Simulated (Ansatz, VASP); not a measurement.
## Pb: VASP beside Ansatz

```xyz
1
Lattice="0.0000 2.4750 2.4750 2.4750 0.0000 2.4750 2.4750 2.4750 0.0000" Properties=species:S:1:pos:R:3 pbc="T T T"
Pb    0.0000    0.0000    0.0000
```

Alike in both runs: functional RPBE; k mesh 9 × 9 × 9; occupations fermi-dirac, width 0.05 eV; no spin polarisation.

|  | VASP | Ansatz |
| --- | --- | --- |
| version | VASP 6.6.1 | Ansatz 0.2.0 |
| potentials or method | VASP PAW PBE potentials, release 64 (Pb_d), cutoff 520 eV | all-electron LAPW, scalar-relativistic |
| task | single point | band structure |

Ansatz gave:

| Property | Result |
| --- | --- |
| gap on the k mesh at the Fermi level (eV) | none |
| pressure (GPa) | 3.9 |

Q: What did VASP give for the same quantities?

A: gap on the k mesh at the Fermi level (eV): none; pressure (GPa): 3.8.

A gap of «none» marks a metal or a gap that the smearing closes. Ansatz ran all-electron here, so the differences hold the error of VASP's frozen core and of both bases.

Caveats: the PAW data sets were made with another functional, which shifts forces and pressure a little (VASP); spin-orbit coupling is left out, which moves the levels of the heavy elements (Ansatz). The runs have no spin-orbit coupling, so splittings on Pb are missing.
